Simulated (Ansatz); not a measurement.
## MnAs

Level of theory: DFT, PBE, scalar-relativistic, collinear spin; plane waves to 420 eV with PAW datasets (Ansatz 0.2.0), 10×10×6 k-mesh, Gaussian smearing of 0.05 eV. The datasets are Ansatz's generated set soft_2.

Space group P6_3/mmc (No. 194). a = 3.648 Å, b = 3.648 Å, c = 5.496 Å, α = 90.00°, β = 90.00°, γ = 120.00°
```json
{"atom": "Mn", "site": "2a", "symmetry": "-3m.", "x": "0.0000", "y": "0.0000", "z": "0.0000"}
{"atom": "As", "site": "2c", "symmetry": "-6m2", "x": "0.3333", "y": "0.6667", "z": "0.2500"}
```

The chain of runs began from a cell as deposited in COD, expanded in volume. Of that entry: the entry's cell lengths or inner coordinates differ somewhat from later room-temperature determinations.

Magnetic state: ferromagnetic, site spin moments Mn 2.81; As -0.11 μB.

Q: Which orbitals carry the states at the Fermi level, and how many states are there?

A: Within 0.1 eV of it: Mn 3d 80 %, As 4p 16 % (shares among the projected shells). The density of states at the Fermi level is about 2.8 states/eV per cell, averaged over 0.3 eV.

Density of states (tetrahedra, averaged over 0.5 eV; states/eV per cell of 4 atoms; energy in eV from the Fermi level; projections on Löwdin-orthogonalised atomic orbitals, summed over sites):

| E | total | As 4p | Mn 3d up | Mn 3d down | Mn 4s | As 4s |
| --- | --- | --- | --- | --- | --- | --- |
| -6.60 | 0.23 | 0.15 | 0.04 | 0.00 | 0.03 | 0.01 |
| -6.10 | 1.39 | 0.94 | 0.17 | 0.05 | 0.18 | 0.04 |
| -5.60 | 2.43 | 1.68 | 0.32 | 0.12 | 0.22 | 0.08 |
| -5.10 | 1.99 | 1.29 | 0.34 | 0.14 | 0.12 | 0.08 |
| -4.60 | 1.77 | 1.05 | 0.39 | 0.15 | 0.09 | 0.06 |
| -4.10 | 3.20 | 1.46 | 1.43 | 0.13 | 0.10 | 0.05 |
| -3.60 | 4.79 | 2.03 | 2.31 | 0.24 | 0.08 | 0.04 |
| -3.10 | 4.06 | 1.85 | 1.30 | 0.75 | 0.05 | 0.03 |
| -2.60 | 5.10 | 1.71 | 2.30 | 0.95 | 0.03 | 0.02 |
| -2.10 | 5.77 | 0.85 | 4.11 | 0.67 | 0.05 | 0.02 |
| -1.60 | 3.15 | 0.39 | 2.35 | 0.30 | 0.05 | 0.03 |
| -1.10 | 1.97 | 0.40 | 1.01 | 0.44 | 0.03 | 0.05 |
| -0.60 | 2.39 | 0.50 | 0.89 | 0.83 | 0.03 | 0.07 |
| -0.10 | 2.60 | 0.43 | 0.60 | 1.37 | 0.03 | 0.07 |
| 0.40 | 4.03 | 0.58 | 0.52 | 2.62 | 0.05 | 0.11 |
| 0.90 | 5.01 | 0.63 | 0.28 | 3.79 | 0.07 | 0.10 |
| 1.40 | 3.92 | 0.95 | 0.37 | 2.30 | 0.10 | 0.10 |
| 1.90 | 2.68 | 0.96 | 0.30 | 1.16 | 0.06 | 0.10 |
| 2.40 | 2.74 | 1.07 | 0.26 | 1.12 | 0.06 | 0.12 |
| 2.90 | 2.22 | 1.02 | 0.17 | 0.80 | 0.05 | 0.07 |
| 3.40 | 1.58 | 0.66 | 0.01 | 0.72 | 0.07 | 0.02 |
| 3.90 | 1.00 | 0.43 | 0.01 | 0.37 | 0.10 | 0.01 |

The run wasn't fully tested for a lower electronic state. Site moments are of spin, integrated over atomic spheres.
